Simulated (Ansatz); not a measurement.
# The I–V curve of a Nb/BP/Nb junction

Wanted: I(V) for Nb/BP/Nb. Both electrodes are Nb bcc(001); the barrier is BP zinc blende(001) (P and B faces). In the first transport cell, after relaxation, the nearest pair of electrode and barrier is Nb–P at 2.55 Å, at a slant, at the lower face and Nb–B at 2.28 Å, at a slant, at the upper one. All share a net of side 3.31 Å, which strains the lower electrode by +0.0 % and the barrier by +2.9 %, against typed lattice constants near PBE's. The first steps treat the bulk electrodes alone.

Main program and level: Ansatz 0.2.0; PBE DFT, plane waves, PAW files, in the first sound run; inputs show where later runs differ.

## (1) Set-up

Symmetry: Im-3m, No. 229, cubic system. The conventional cell has a = 3.310 Å, b = 3.310 Å, c = 3.310 Å, α = 90.00°, β = 90.00°, γ = 90.00°. Nearest to Nb lie 8 Nb at 2.87 Å.

## (2) The strained electrode

The electrode is held to the junction's net and relaxed along the normal; its spacing is used for the ideal lead layers.

The input, input.yaml:

```yaml
crystal:
  lattice:
    - [3.31, 0.0, 0.0]
    - [0.0, 3.31, 0.0]
    - [0.0, 0.0, 3.31]
  atoms:
    - { symbol: Nb, position: [0.0, 0.0, 0.0] }
    - { symbol: Nb, position: [0.5, 0.5, 0.5] }
kpoints:
  mp_grid: { grid: [10, 10, 9] }
scf:
  occupations: { method: fermi_dirac, width: 0.1 }
  max_iter: 150
hamiltonian:
  xc: pbe
relax:
  f_tol: 0.01
  max_steps: 40
  cell: { fix: [a, b, angles] }
```

On the command line:

```console
ansatz run input.yaml --threads 4 --pin off --max-ram 16384MiB --backend cpu --events-out ev --progress --plain --runs-dir out
```

Numbers of over 12 decimals in the logs are rounded to 6 here.

The log of the run:

```text
Warning: crystal.symmetry: narrowed to the stabiliser of the fixed cell quantities (relax.cell.fix) — unitary ops 96 → 32. The narrowing is safe, since a smaller group never makes results wrong: the run goes on under it, on as many k-points as the starting group would need, or more. Excluded: 64 operations that would move a fixed cell quantity at a test strain (relax.cell.fix fixes a, b, alpha, beta, gamma). The cell can leave their symmetry as it relaxes.
Engine: ansatz 0.2.0, x86_64-unknown-linux-gnu
Pseudopotentials: kind: paw
Pseudopotential: Nb, paw, valence charge 13, recommended cutoff 420 eV (normal), Nb.paw.azcp
Functional definition: PBE
  parameter kappa = 0.804
  parameter beta = 0.066725
  exchange = pbe_x(kappa = kappa, mu = beta*pi^2/3)
  correlation = pbe_c(beta = beta)
Crystal: 2 atoms, lattice volume = 36.265 Å³
Basis set: ecut = 420 eV, 739 PW (Γ), exchange–correlation on 48×48×48 points (8 copies of the dense FFT grid, shifted against one another)
Bands: 17, of which v1, the nominal top of the filled ones, is band 13 counted from 1 (12 counted from 0)
Symmetry: 32 space group operations
k-points: 105 of 900
Non-local potential: Nb, projectors of the file, l = 0: 3, l = 1: 2, l = 2: 2, l = 3: 1
PAW form: soft (Blöchl's): semilocal exchange-correlation on the pseudo side does not see the compensation charge
PAW one-centre angular grid: Nb, 590 points (default); XC on 64 Gauss nodes
Initial density: superposition of atomic densities (neutral atoms: chi_scale 0, normalization atom), corrected by the library's trained network
Initial wavefunctions: pseudopotential atomic-orbital guess
Functional: x = pbe(κ = 0.804, μ = 0.219515), c = pbe(β = 0.066725)
SCF iter   1: F=—  HF=-9104.615392 eV  |F-HF|=—  |Δ(HF+E_count)|=         —  Δρ=3.19e-3  dr2=2.91e-3  ethr=1.77e-3  ⟨swp⟩=5.0  Hψ=7775  notcnv=0
preconditioner: auto → none  [metal: Δε(μ)=0.024 eV  Ē_g=4.154 eV  σ=0.100 eV  W_gap=0.06  n_scr=6 (ndim 8)  ℏωp=19.5 eV  f_vac=0.000  D(μ)=3.10/eV (n_scr^D=32)  sad-step TF]
SCF iter   2: F=—  HF=-9104.615155 eV  |F-HF|=—  |Δ(HF+E_count)|=   2.37e-4  Δρ=1.85e-3  dr2=9.65e-4  ethr=1.12e-5  ⟨swp⟩=2.1  Hψ=3324  notcnv=0
SCF iter   3: F=—  HF=-9104.615048 eV  |F-HF|=—  |Δ(HF+E_count)|=   1.08e-4  Δρ=3.14e-4  dr2=3.46e-5  ethr=3.71e-6  ⟨swp⟩=2.1  Hψ=2259  notcnv=0
SCF iter   4: F=—  HF=-9104.615024 eV  |F-HF|=—  |Δ(HF+E_count)|=   2.33e-5  Δρ=6.75e-5  dr2=4.52e-7  ethr=1.33e-7  ⟨swp⟩=2.3  Hψ=2999  notcnv=0
iter 5 did not close the SCF: its close was put off for the readings that it lacked (scf_convergence_deferred on its scf_iter line)
SCF iter   5: F=-9104.615024 eV  HF=-9104.615025 eV  |F-HF|=5.48e-8  |Δ(HF+E_count)|=   1.20e-7  Δρ=1.67e-5  dr2=6.89e-8  ethr=1.74e-9  ⟨swp⟩=2.0  Hψ=3173  notcnv=0
SCF iter   6: F=-9104.615024 eV  HF=-9104.615024 eV  |F-HF|=2.96e-9  |Δ(HF+E_count)|=   2.84e-8  Δρ=3.88e-6  dr2=3.61e-9  ethr=2.65e-10  ⟨swp⟩=1.7  Hψ=5713  notcnv=0
SCF 1 converged in 6 iterations: F = -9104.615024 eV  dr2 = 3.61e-9
  greatest PAW one-centre occupation: 0.998 electrons in one spin orbital (limit 2), on the Nb atom at site 1 (counted from 0), in its partial waves of l = 0
relax step   1: F+E_penalty+E_count = -9104.61502448 eV  Δ(F+E_penalty+E_count) = +0.000e0 eV  max|allowed force component| = 4.585e-30 eV/Å  Δτ_max = 0.0000 Å  P = +0.161 GPa  Ω = 36.265 Å³  fix = [a, b, alpha, beta, gamma]  reactions: a +0.238, b +0.238 GPa  (6 SCF iters, dr2 threshold 1.00e-7 eV, accepted)
Initial density: handed on by an earlier stage of this run
Initial wavefunctions: pseudopotential atomic-orbital guess (no wavefunctions were taken with the density)
iter 1 solved again at ethr=4.16e-8 eV; its pass at ethr=3.10e-3 eV (dr2=1.08e-5 eV) is discarded
SCF iter   1: F=—  HF=-9104.615036 eV  |F-HF|=—  |Δ(HF+E_count)|=         —  Δρ=3.90e-6  dr2=3.52e-9  ethr=4.16e-8  ⟨swp⟩=3.0  Hψ=12763  notcnv=0
preconditioner: auto → none  [metal: Δε(μ)=0.003 eV  Ē_g=4.149 eV  σ=0.100 eV  W_gap=0.01  n_scr=6 (ndim 8)  ℏωp=19.5 eV  f_vac=0.000  D(μ)=3.10/eV (n_scr^D=32)]
SCF iter   2: F=—  HF=-9104.615024 eV  |F-HF|=—  |Δ(HF+E_count)|=   1.10e-5  Δρ=9.27e-7  dr2=1.14e-10  ethr=1.35e-11  ⟨swp⟩=2.0  Hψ=3180  notcnv=0
iter 3 did not close the SCF: its close was put off for the readings that it lacked (scf_convergence_deferred on its scf_iter line)
SCF iter   3: F=-9104.615024 eV  HF=-9104.615024 eV  |F-HF|=5.46e-12  |Δ(HF+E_count)|=  3.82e-11  Δρ=2.33e-7  dr2=6.89e-12  ethr=1.00e-12  ⟨swp⟩=2.0  Hψ=3152  notcnv=0
iter 4 did not close the SCF: its close was put off for the readings that it lacked (scf_convergence_deferred on its scf_iter line)
SCF iter   4: F=-9104.615024 eV  HF=-9104.615024 eV  |F-HF|=1.82e-12  |Δ(HF+E_count)|=  5.46e-12  Δρ=1.99e-8  dr2=5.59e-14  ethr=1.00e-12  ⟨swp⟩=1.0  Hψ=1785  notcnv=0
iter 5 did not close the SCF: its close was put off for the readings that it lacked (scf_convergence_deferred on its scf_iter line)
SCF iter   5: F=-9104.615024 eV  HF=-9104.615024 eV  |F-HF|=3.64e-12  |Δ(HF+E_count)|=  1.82e-12  Δρ=7.61e-9  dr2=4.19e-15  ethr=1.00e-12  ⟨swp⟩=1.0  Hψ=1785  notcnv=0
iter 6 did not close the SCF: its close was put off for the readings that it lacked (scf_convergence_deferred on its scf_iter line)
SCF iter   6: F=-9104.615024 eV  HF=-9104.615024 eV  |F-HF|=1.82e-12  |Δ(HF+E_count)|=  1.82e-12  Δρ=1.15e-9  dr2=1.37e-16  ethr=1.00e-12  ⟨swp⟩=1.0  Hψ=1785  notcnv=0
SCF iter   7: F=-9104.615024 eV  HF=-9104.615024 eV  |F-HF|=1.82e-12  |Δ(HF+E_count)|=  1.82e-12  Δρ=1.66e-10  dr2=2.06e-18  ethr=1.00e-12  ⟨swp⟩=1.0  Hψ=3990  notcnv=0
SCF 2 converged in 7 iterations: F = -9104.615024 eV  dr2 = 2.06e-18
relax step   2: F+E_penalty+E_count = -9104.61502448 eV  Δ(F+E_penalty+E_count) = -1.342e-9 eV  max|allowed force component| = 9.861e-32 eV/Å  Δτ_max = 0.0000 Å  P = +0.162 GPa  Ω = 36.265 Å³  fix = [a, b, alpha, beta, gamma]  reactions: a +0.238, b +0.238 GPa  stress off target by 8.34e-3 GPa on what of the cell is left free  SCF on the basis re-selected at this cell (its energy is not comparable with the rows above)  (7 SCF iters)
basis re-selected at this cell: Δ(F+E_penalty+E_count) = -1.342e-9 eV, ΔP = +0.000 GPa vs the last step (what re-selecting the basis moved, of the pressure what is left beyond the Pulay correction that the steps carried, after the strain that the cell walked since its last selection, with what the two solves' SCF thresholds leave and, on support functions, any second-order correction that the steps lacked; it is no m [...]
SCF converged after 7 iterations
Free energy (F): -9104.615024 eV
Harris-Foulkes:  -9104.615024 eV  (|F-HF|=1.82e-12)
Internal energy: -9104.514666 eV  (E = F + TS)
E sigma→0 (E₀):  -9104.564845 eV
Entropy (-TS):   -0.100358 eV (-50.179 meV/atom)
Fermi energy:    17.656912 eV
--- Per-component energies (eV) ---
  E_band       = -138.143065
  E_kinetic    = 790.051342
  E_local      = -1394.837946  (includes V_loc(G=0)·N_el)
  E_nonlocal   = 239.846277
  E_hartree    = 434.207938
  E_xc         = -351.340398
  E_vxc        = -426.252967  (∫ρ·V_xc dr)
  E_paw        = -6146.846579  (= ΣΔE_a)
  E_vpaw       = -215.365657  (= ΣTr[D̂ρ^β])
  E_aug_tail   = 0.000011  (compensation charges beyond the density's cutoff)
  E_ewald      = -2675.595312
  E_smearing   = -0.100358  (= −TS)
  E_closure    = 0.000000  (closes the sum)
  Σ components = -9104.615024   (vs F -9104.615024, Δ=0.00e0)
--- Forces (eV/Å), atoms counted from 1 ---
  atom   1  Nb     0.00000000     0.00000000     0.00000000
  atom   2  Nb     0.00000000     0.00000000    -0.00000000
  max |Σ_I F_I| component: 4.71e-29 eV/Å
--- Stress (GPa, compression-positive) ---
        0.238125       0.000000       0.000000
       -0.000000       0.238125       0.000000
        0.000000       0.000000       0.008340
  P = ⅓ Tr σ = 0.1615 GPa (1.615 kbar)
--- Relaxed structure (1 steps of the walk, 1 accepted, 1 SCFs on fresh bases) ---
  F+E_penalty+E_count = -9104.61502448 eV   max|allowed force component| = 9.861e-32 eV/Å   (the final SCF, on the basis selected at the relaxed cell)
  cell:  # Å, volume = 36.2647 Å³
    - [3.31, 0.0, 0.0]
    - [0.0, 3.31, 0.0]
    - [0.0, 0.0, 3.31]
  atoms:
    - { symbol: Nb, position: [0.0, 0.0, 0.0] }
    - { symbol: Nb, position: [0.5, 0.5, 0.5] }
```

It took 9.6 s on 4 threads of Intel Xeon Platinum 8259CL at 2.50GHz (Skylake/Cascade Lake), shared host; peak memory 0.55 GiB; 16 s of CPU time.

Little changed from the start: no atom moved by 0.005 Å and no cell edge by 0.1 %.

This step gave:

* free energy: -9104.6150 eV
* Fermi energy: 17.66 eV
* pressure: 0.1615 GPa

## (3) Relaxation

System of this step: Nb/BP/Nb. The cell holds 16 atoms: 8 Nb, 4 P and 4 B. Its edges and angles: a = 3.310 Å, b = 3.310 Å, c = 37.854 Å, α = 90.0°, β = 90.0°, γ = 90.0°. Vacuum lies along c.

Tunnelling depends exponentially on distance, so the interfaces are relaxed first. A short slab in vacuum serves: only the barrier and the layers next to it are taken over, and later cells can add or drop layers in the barrier's middle. The dipole correction removes the field that unlike faces would set up across the vacuum.

The input, input.yaml:

```yaml
crystal:
  lattice:
    - [3.31, 0.0, 0.0]
    - [0.0, 3.31, 0.0]
    - [0.0, 0.0, 37.8543198276]
  atoms:
    - { symbol: Nb, position: [0.5, 0.5, 0.2113365142] }
    - { symbol: Nb, position: [0.0, 0.0, 0.2550567556] }
    - { symbol: Nb, position: [0.5, 0.5, 0.298776997] }
    - { symbol: Nb, position: [0.0, 0.0, 0.3424972383] }
    - { symbol: P, position: [0.5, 0.0, 0.4008459197] }
    - { symbol: B, position: [0.5, 0.5, 0.4302895023] }
    - { symbol: P, position: [0.0, 0.5, 0.459733085] }
    - { symbol: B, position: [0.0, 0.0, 0.4891766676] }
    - { symbol: P, position: [0.5, 0.0, 0.5186202503] }
    - { symbol: B, position: [0.5, 0.5, 0.5480638329] }
    - { symbol: P, position: [0.0, 0.5, 0.5775074155] }
    - { symbol: B, position: [0.0, 0.0, 0.6069509982] }
    - { symbol: Nb, position: [0.5, 0.0, 0.6575027617] }
    - { symbol: Nb, position: [0.0, 0.5, 0.701223003] }
    - { symbol: Nb, position: [0.5, 0.0, 0.7449432444] }
    - { symbol: Nb, position: [0.0, 0.5, 0.7886634858] }
kpoints:
  mp_grid: { grid: [8, 8, 1] }
scf:
  occupations: { method: fermi_dirac, width: 0.1 }
  max_iter: 150
hamiltonian:
  xc: pbe
efield:
  axis: 3
  dipole_correction: true
relax:
  f_tol: 0.04
  max_steps: 60
output:
  forces: true
```

The log of the run:

```text
[...]
Crystal: 16 atoms, lattice volume = 414.736 Å³
Basis set: ecut = 420 eV, 8191 PW (Γ), exchange–correlation on 48×48×512 points (8 copies of the dense FFT grid, shifted against one another)
Bands: 84, of which v1, the nominal top of the filled ones, is band 68 counted from 1 (67 counted from 0)
Symmetry: 4 space group operations
[...]
k-points: 25 of 64
[...]
SCF iter   1: F=—  HF=-40062.083747 eV  |F-HF|=—  |Δ(HF+E_count)|=         —  Δρ=1.64e-2  dr2=1.11e2  ethr=1.77e-3  p=-0.035 e·Å  D=-1.54e-2 V/Å  ΔV_dip=0.58 eV  dr2_dipole=1.11e2  V_vac-E_F(+/−)=4.43/3.85 eV  ⟨swp⟩=10.4  Hψ=10737  notcnv=0
efield: sawtooth ramp at fractional position 0.9500 (placed from the atoms, in the widest stretch of the axis that holds none; the zero of the levels goes with the place), width 0.1000; the density the first Hamiltonian is built on has a dipole p = -0.035 e·Å; the dipole correction subtracts the counter field D = -1.54e-2 V/Å, which shifts the + side's vacuum level by +0.58 eV against the − side's; the planar-averaged density in the ramp window peaks in size at 5.6e-5 e/Å³
[...]
SCF iter   2: F=—  HF=-40061.517507 eV  |F-HF|=—  |Δ(HF+E_count)|=   5.66e-1  Δρ=8.69e-3  dr2=1.06e1  ethr=1.77e-3  p=0.016 e·Å  D=7.10e-3 V/Å  ΔV_dip=-0.27 eV  dr2_dipole=1.23e1  V_vac-E_F(+/−)=3.43/3.70 eV  ⟨swp⟩=3.1  Hψ=2816  notcnv=0  defer=1
[...]
SCF iter   7: F=-40061.439463 eV  HF=-40061.439469 eV  |F-HF|=6.49e-6  |Δ(HF+E_count)|=   9.41e-7  Δρ=1.96e-5  dr2=7.22e-6  ethr=2.94e-8  p=0.000 e·Å  D=1.27e-4 V/Å  ΔV_dip=-0.00 eV  dr2_dipole=2.59e-6  V_vac-E_F(+/−)=3.71/3.72 eV  ⟨swp⟩=3.8  Hψ=7510  notcnv=0
WARN: efield: at this solve's end the planar-averaged density reaches 1.85e-5 e/Å³ inside the ramp window [0.9236, 0.0764] (bound 1e-5 e/Å³); the window's nearer edge stands 5.11 Å from this solve's nearest atom along the axis. Its work functions, free energy, forces, stress, dipole, levels and responses can be off, and this figure does not tell by how much. A short vacuum, a low `basis.ecutwfc` or `basis.ecutrho_ratio` and negative occupations (`scf.occupations.method`) can put density there. See the manual's quickstart, § The vacuum guard
SCF 1 converged in 7 iterations: F = -40061.439463 eV  dr2 = 7.22e-6
[...]
relax step   1: F+E_penalty+E_count = -40061.43946254 eV  Δ(F+E_penalty+E_count) = +0.000e0 eV  max|allowed force component| = 1.279e0 eV/Å  Δτ_max = 0.0000 Å  (7 SCF iters, dr2 threshold 4.00e-5 eV, accepted)
[...]
SCF iter   1: F=—  HF=-40062.377127 eV  |F-HF|=—  |Δ(HF+E_count)|=         —  Δρ=1.88e-2  dr2=4.81e0  ethr=3.10e-3  p=0.000 e·Å  D=1.27e-4 V/Å  ΔV_dip=-0.00 eV  dr2_dipole=1.29e-2  V_vac-E_F(+/−)=3.72/3.72 eV  ⟨swp⟩=6.1  Hψ=5829  notcnv=0  defer=1
efield: sawtooth ramp at fractional position 0.9500 (handed on by an earlier solve), width 0.1000; the density the first Hamiltonian is built on has a dipole p = 0.000 e·Å; the dipole correction subtracts the counter field D = 1.27e-4 V/Å, which shifts the + side's vacuum level by -0.00 eV against the − side's; the planar-averaged density in the ramp window peaks in size at 1.5e-5 e/Å³
[...]
SCF iter   2: F=—  HF=-40062.041495 eV  |F-HF|=—  |Δ(HF+E_count)|=   3.36e-1  Δρ=9.48e-3  dr2=1.30e0  ethr=3.10e-3  p=-0.000 e·Å  D=-6.05e-6 V/Å  ΔV_dip=0.00 eV  dr2_dipole=1.12e-3  V_vac-E_F(+/−)=3.58/3.58 eV  ⟨swp⟩=2.7  Hψ=3410  notcnv=0  defer=3
[...]
SCF iter   6: F=-40061.942349 eV  HF=-40061.942373 eV  |F-HF|=2.38e-5  |Δ(HF+E_count)|=   1.42e-5  Δρ=6.68e-5  dr2=3.99e-5  ethr=7.35e-8  p=-0.000 e·Å  D=-2.04e-4 V/Å  ΔV_dip=0.01 eV  dr2_dipole=4.78e-7  V_vac-E_F(+/−)=3.62/3.61 eV  ⟨swp⟩=3.5  Hψ=8418  notcnv=0
[...]
SCF 2 converged in 6 iterations: F = -40061.942349 eV  dr2 = 3.99e-5
[...]
relax step   2: F+E_penalty+E_count = -40061.94234891 eV  Δ(F+E_penalty+E_count) = -5.029e-1 eV  max|allowed force component| = 5.374e-1 eV/Å  Δτ_max = 0.1945 Å  (6 SCF iters, dr2 threshold 1.00e-4 eV, accepted)
SCF iter   1: F=—  HF=-40062.537786 eV  |F-HF|=—  |Δ(HF+E_count)|=         —  Δρ=1.98e-2  dr2=2.43e1  ethr=3.10e-3  p=-0.000 e·Å  D=-2.04e-4 V/Å  ΔV_dip=0.01 eV  dr2_dipole=1.59e-1  V_vac-E_F(+/−)=3.64/3.63 eV  ⟨swp⟩=5.1  Hψ=5261  notcnv=0
[...]
SCF iter   7: F=-40062.060176 eV  HF=-40062.060180 eV  |F-HF|=4.25e-6  |Δ(HF+E_count)|=   1.38e-6  Δρ=2.35e-5  dr2=8.35e-6  ethr=1.33e-8  p=0.000 e·Å  D=7.27e-6 V/Å  ΔV_dip=-0.00 eV  dr2_dipole=5.16e-8  V_vac-E_F(+/−)=3.61/3.61 eV  ⟨swp⟩=5.2  Hψ=7974  notcnv=0
SCF 3 converged in 7 iterations: F = -40062.060176 eV  dr2 = 8.35e-6
relax step   3: F+E_penalty+E_count = -40062.06017580 eV  Δ(F+E_penalty+E_count) = -1.178e-1 eV  max|allowed force component| = 2.127e-1 eV/Å  Δτ_max = 0.1957 Å  (7 SCF iters, dr2 threshold 1.81e-5 eV, accepted)
[...]
relax step   4: F+E_penalty+E_count = -40062.08293781 eV  Δ(F+E_penalty+E_count) = -2.276e-2 eV  max|allowed force component| = 9.466e-2 eV/Å  Δτ_max = 0.1091 Å  (7 SCF iters, dr2 threshold 7.08e-6 eV, accepted)
SCF iter   1: F=—  HF=-40062.086331 eV  |F-HF|=—  |Δ(HF+E_count)|=         —  Δρ=1.48e-3  dr2=8.90e-2  ethr=5.53e-4  p=0.000 e·Å  D=1.54e-4 V/Å  ΔV_dip=-0.01 eV  dr2_dipole=1.53e-4  V_vac-E_F(+/−)=3.61/3.62 eV  ⟨swp⟩=2.0  Hψ=2931  notcnv=0  defer=2
[...]
SCF iter   7: F=-40062.084717 eV  HF=-40062.084717 eV  |F-HF|=4.08e-8  |Δ(HF+E_count)|=   1.70e-8  Δρ=1.63e-6  dr2=3.88e-8  ethr=7.35e-11  p=0.000 e·Å  D=4.93e-5 V/Å  ΔV_dip=-0.00 eV  dr2_dipole=2.98e-8  V_vac-E_F(+/−)=3.62/3.62 eV  ⟨swp⟩=5.2  Hψ=7629  notcnv=0
SCF 5 converged in 7 iterations: F = -40062.084717 eV  dr2 = 3.88e-8
relax step   5: F+E_penalty+E_count = -40062.08471727 eV  Δ(F+E_penalty+E_count) = -1.779e-3 eV  max|allowed force component| = 1.143e-2 eV/Å  Δτ_max = 0.0158 Å  (7 SCF iters, accepted)
SCF converged after 7 iterations
Free energy (F): -40062.084717 eV
[...]
Internal energy: -40061.690160 eV  (E = F + TS)
E sigma→0 (E₀):  -40061.887438 eV
Entropy (-TS):   -0.394558 eV (-24.660 meV/atom)
Fermi energy:    6.869556 eV
Dipole field:    D = 0.000211 V/Å  (p = 0.000483 e·Å, saw-weighted, corrected)
Work function:   Φ+ = 3.6165 eV   Φ− = 3.6245 eV
Levels:          The Fermi level and band energies are counted from a zero that moves with the ramp; work functions are not
[...]
--- Forces (eV/Å), atoms counted from 1 ---
  atom   1  Nb     0.00000000     0.00000000     0.00078403
  atom   2  Nb     0.00000000     0.00000000     0.00225385
  atom   3  Nb     0.00000000     0.00000000    -0.00034591
  atom   4  Nb     0.00000000     0.00000000    -0.00527048
  atom   5  P      0.00000000     0.00000000     0.00472438
  atom   6  B      0.00000000     0.00000000     0.00302486
  atom   7  P      0.00000000     0.00000000    -0.00224783
  atom   8  B      0.00000000     0.00000000    -0.00187401
  atom   9  P      0.00000000     0.00000000     0.00284444
  atom  10  B      0.00000000     0.00000000    -0.00906087
  atom  11  P      0.00000000     0.00000000     0.01143111
  atom  12  B      0.00000000     0.00000000    -0.00648476
  atom  13  Nb     0.00000000     0.00000000    -0.00167068
  atom  14  Nb     0.00000000     0.00000000     0.00083275
  atom  15  Nb     0.00000000     0.00000000     0.00000897
  atom  16  Nb     0.00000000     0.00000000     0.00106103
  max |Σ_I F_I| component: 1.09e-5 eV/Å
--- Relaxed structure (5 steps of the walk, 5 accepted, 0 SCFs on fresh bases) ---
  F+E_penalty+E_count = -40062.08471727 eV   max|allowed force component| = 1.143e-2 eV/Å
  atoms:
    - { symbol: Nb, position: [0.5, 0.5, 0.221581] }
    - { symbol: Nb, position: [0.0, 0.0, 0.260854] }
    - { symbol: Nb, position: [0.5, 0.5, 0.303717] }
    - { symbol: Nb, position: [0.0, 0.0, 0.349290] }
    - { symbol: P, position: [0.5, 0.0, 0.400604] }
    - { symbol: B, position: [0.5, 0.5, 0.430409] }
    - { symbol: P, position: [0.0, 0.5, 0.459939] }
    - { symbol: B, position: [0.0, 0.0, 0.489554] }
    - { symbol: P, position: [0.5, 0.0, 0.519303] }
    - { symbol: B, position: [0.5, 0.5, 0.548648] }
    - { symbol: P, position: [0.0, 0.5, 0.579338] }
    - { symbol: B, position: [0.0, 0.0, 0.607379] }
    - { symbol: Nb, position: [0.5, 0.0, 0.648713] }
    - { symbol: Nb, position: [0.0, 0.5, 0.696079] }
    - { symbol: Nb, position: [0.5, 0.0, 0.738198] }
    - { symbol: Nb, position: [0.0, 0.5, 0.777581] }
```

Elapsed: 98 s, on 4 threads; peak memory 1.6 GiB; 6.2 min of CPU time.

Step by step:

| step | energy less that of the first step (eV) | largest force component (eV/Å) |
| --- | --- | --- |
| 1 | 0.0000 | 1.2793 |
| 2 | -0.5029 | 0.5374 |
| 3 | -0.6207 | 0.2127 |
| 4 | -0.6435 | 0.0947 |
| 5 | -0.6453 | 0.0114 |

The run keeps the 4 symmetry operations that it works with, so distortions that break them were not tested.

The atoms that moved most (Å):

```csv
atom,dx,dy,dz,length
Nb16,0.000,0.000,-0.420,0.420
Nb1,0.000,0.000,0.388,0.388
Nb13,0.000,0.000,-0.333,0.333
Nb4,0.000,0.000,0.257,0.257
Nb15,0.000,0.000,-0.255,0.255
Nb2,0.000,0.000,0.219,0.219
Nb14,0.000,0.000,-0.195,0.195
Nb3,0.000,0.000,0.187,0.187
```

This step gave:

- free energy: -40062.0847 eV
- Fermi energy: 6.870 eV

The largest force component on a free atom ends at 0.011 eV/Å. At one or more of this run's solves the program warned of density in the dipole ramp over its bound, where dipole, forces and levels can be off.

(Continued in part 2 of 3.)

[Logs are printed without paths, hosts, clocks, repeated set-up lines and the standing remarks that a program may print on its own settings, such as how far it seeks lower states.]

[Hosts, paths, dates, database ids (printed as entryN), source tags and the programs' standing remarks are cut or masked in the printed files.]
